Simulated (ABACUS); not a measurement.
## SiC (Moissanite): equation of state with PBEsol

The system is SiC (Moissanite).

```
Si C
1.0
     3.07600    0.00000    0.00000
    -1.53800    2.66389    0.00000
     0.00000    0.00000    5.04800
Si C
2 2
Direct
  0.66667 0.33333 0.50000
  0.33333 0.66667 0.00000
  0.66667 0.33333 0.88500
  0.33333 0.66667 0.38500
```

```yaml
Program: ABACUS 3.10.1
Task: equation of state
Functional: PBEsol
Potentials_or_basis: PseudoDojo NC SR 0.4.1 PBEsol standard
Cutoff: 1116 eV
Density_cutoff: 4463 eV
Basis: plane waves
k_mesh: 10 × 10 × 5
Occupations: fermi-dirac, width 0.05 eV
Spin: no spin polarisation
Radial_cutoff_of_the_potentials_pseudo_rcut: 7 bohr
SCF_threshold_on_the_density: 1e-08
Max_SCF_steps: 100
Eigensolver: dav
Mixing: broyden
Mixing_share: 0.7
Symmetry_key: 1
Bands: 12
```

| Property | Result |
| --- | --- |
| Equilibrium volume | 10.36 Å³/atom |
| Bulk modulus at fixed shape and positions | 221 GPa |
| Pressure derivative of the bulk modulus | 3.9 |

Energy against volume, from the lowest point:
| volume (Å³/atom) | energy (meV/atom) |
| --- | --- |
| 9.721 | 30.05 |
| 9.927 | 13.26 |
| 10.134 | 3.46 |
| 10.341 | 0.00 |
| 10.548 | 2.28 |
| 10.755 | 9.79 |
| 10.961 | 22.02 |

All runs of the series together: 54 s on 4 threads of Intel(R) Xeon(R) 6975P-C (Granite Rapids), with other jobs on the host.

Caveat: the cell was scaled at fixed shape and fractional positions, which overstates the stiffness of a crystal with free parameters, most of all of layers and chains.
